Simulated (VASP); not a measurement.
# K: single point with LDA

The system is K.

```
CELL_PARAMETERS angstrom
-2.61800 2.70963 2.61800
2.61800 -2.70963 2.61800
2.61800 2.70963 -2.61800
ATOMIC_POSITIONS crystal
K 0.00000 0.00000 0.00000
```

The cell isn't the ideal one: strain +0.0350 x Voigt [0, 1, 0, 0, 0, 0], atoms carried along.

* Program: VASP 6.6.1
* Task: single point
* Functional: LDA
* Potentials or basis: VASP PAW LDA potentials, release 64 (K_sv)
* Cutoff: 520 eV
* k mesh: 14 × 14 × 14
* Occupations: gaussian, width 0.15 eV
* Spin: no spin polarisation

```json
{
  "Pressure": "-0.5 GPa",
  "Band gap on the k mesh": "none (metal or under the smearing width)"
}
```

Levels at points of the mesh, in eV from the Fermi level:
| k point | band 3 | band 4 | band 5 | band 6 | band 7 | band 8 |
| --- | --- | --- | --- | --- | --- | --- |
| (0.00, 0.00, 0.00) | -15.51 | -15.51 | -2.15 | 4.10 | 4.10 | 4.26 |
| (0.50, 0.00, 0.00) | -15.53 | -15.51 | 0.38 | 0.70 | 3.14 | 4.66 |
| (0.00, 0.50, 0.00) | -15.53 | -15.51 | 0.46 | 0.78 | 2.96 | 4.78 |
| (0.50, 0.50, 0.50) | -15.56 | -15.56 | 1.63 | 1.73 | 3.18 | 3.56 |

Wall time 48 s on 1 thread of Intel(R) Xeon(R) 6975P-C (Granite Rapids), on a shared host, peak memory 0.29 GiB.
